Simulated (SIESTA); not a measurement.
Sn:

```
CELL_PARAMETERS angstrom
0.00000 3.23334 3.23334
3.23334 0.00000 3.23334
3.23334 3.23334 0.00000
ATOMIC_POSITIONS crystal
Sn 0.75000 0.75000 0.75000
Sn 0.50000 0.50000 0.50000
```

This isn't the form of Sn at room conditions, which is tetragonal (white tin).

Base run:

| Item | Value |
| --- | --- |
| Program | SIESTA 5.4.2 |
| Functional | LDA |
| Potentials or basis | PseudoDojo 0.4 standard (LDA files) |
| Basis | DZP (energy shift 0.003 Ry; two zetas on semicore shells) |
| Grid cutoff | 500 Ry |
| Energy shift | 0.003 Ry |
| k mesh | 7 × 7 × 7 |
| Occupations | fermi-dirac, width 0.05 eV |
| Spin | no spin polarisation |

Its results: band gap on the k mesh none (metal or under the smearing width); pressure 0.4 GPa.

**Question.** The run is repeated on the same cell with these changes: functional from LDA to PBE; potentials or basis from PseudoDojo 0.4 standard (LDA files) to PseudoDojo 0.4 standard (PBE files). What comes out?

**Answer.** Band gap on the k mesh none (metal or under the smearing width); pressure 4.1 GPa.

Caveats: spin-orbit coupling is left out, which moves the levels of the heavy elements; the basis of atomic orbitals isn't converged, which shifts pressures, moduli and gaps.
